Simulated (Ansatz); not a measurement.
Crystal: WS2, a slab with vacuum.

```
CELL_PARAMETERS angstrom
3.18352 0.00000 0.00000
-1.59176 2.75701 0.00000
0.00000 0.00000 16.95058
ATOMIC_POSITIONS crystal
W 0.00000 0.00000 0.00000
S 0.33333 0.66667 0.09200
S 0.33333 0.66667 0.90800
```

Base run:

| Item | Value |
| --- | --- |
| Program | Ansatz 0.2.0 |
| Functional | PBEsol |
| Potentials or basis | all-electron LAPW, scalar-relativistic |
| Cutoff | 259 eV |
| Density cutoff | 1037 eV |
| Basis error allowed | 0.002 eV/atom |
| k mesh | 10 × 10 × 2 |
| Occupations | fermi-dirac, width 0.05 eV |
| Spin | no spin polarisation |
| Hubbard terms | W d U = 8 eV |

Its results: band gap on the k mesh 1.32 eV, direct; largest force 0.112 eV/Å.

Problem. The run is repeated on the same cell with these changes: hubbard terms from W d U = 8 eV to W d U = 4 eV. What comes out?

Solution. Band gap on the k mesh 1.93 eV, indirect (least direct gap 1.97 eV); largest force 0.106 eV/Å.

Caveats: U is the effective U less J, on atomic orbitals that reach past the spheres; spin-orbit coupling is left out, which moves the levels of the heavy elements.

A k mesh can miss the band edges.

Not every run made on this cell is shown here.
